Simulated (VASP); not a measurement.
Here is a VASP 6.6.1 calculation.

The input INCAR:

```
  ALGO = Normal
  EDIFF = 1E-7
  EDIFFG = -0.005
  ENCUT = 580
  GGA = PS
  IBRION = 2
  ISIF = 3
  ISMEAR = 0
  LASPH = True
  LCHARG = False
  LREAL = False
  LWAVE = False
  NELM = 60
  NSW = 90
  PREC = Accurate
  SIGMA = 0.02
```

KPOINTS

```
k-points
0
Gamma
  4 4 4
```

File POSCAR:

```
SiO2
1.0
    4.9877000000      0.0000000000      0.0000000000
    0.0000000000      4.9877000000      0.0000000000
    0.0000000000      0.0000000000      6.9697000000
Si O
4 8
Direct
    0.2949000000      0.2949000000      0.0000000000
    0.2051000000      0.7949000000      0.2500000000
    0.7051000000      0.7051000000      0.5000000000
    0.7949000000      0.2051000000      0.7500000000
    0.2416000000      0.0968000000      0.1747000000
    0.4032000000      0.7416000000      0.4247000000
    0.7584000000      0.9032000000      0.6747000000
    0.5968000000      0.2584000000      0.9247000000
    0.7416000000      0.4032000000      0.5753000000
    0.9032000000      0.7584000000      0.3253000000
    0.2584000000      0.5968000000      0.0753000000
    0.0968000000      0.2416000000      0.8253000000
```

Potentials or basis: VASP PAW PBE potentials, release 64 (Si, O).

Launch:

```sh
$ cat potpaw_PBE.64/Si/POTCAR potpaw_PBE.64/O/POTCAR > POTCAR
$ mpirun -np 1 vasp_std > vasp.out
```

What does it give for the relaxed volume?

14.87 Å³/atom.

What does it give for the space group after relaxing (to 0.05 Å)?

P4_12_12 (No. 92).

What does it give for the band gap on the k mesh?

5.56 eV, direct.

Forces on the atoms (eV/Å):
```
Si   0.003  0.003  0.000
Si  -0.003  0.003  0.000
Si  -0.003 -0.003  0.000
Si   0.003 -0.003  0.000
O   -0.001  0.003  0.000
O   -0.003 -0.001  0.000
O    0.001 -0.003  0.000
O    0.003  0.001  0.000
O   -0.001 -0.003  0.000
O   -0.003  0.001  0.000
O    0.001  0.003  0.000
O    0.003 -0.001  0.000
```

Caveat: the PAW data sets were made with another functional, which shifts forces and pressure a little. As with any semilocal functional, this PBEsol gap is likely too small.
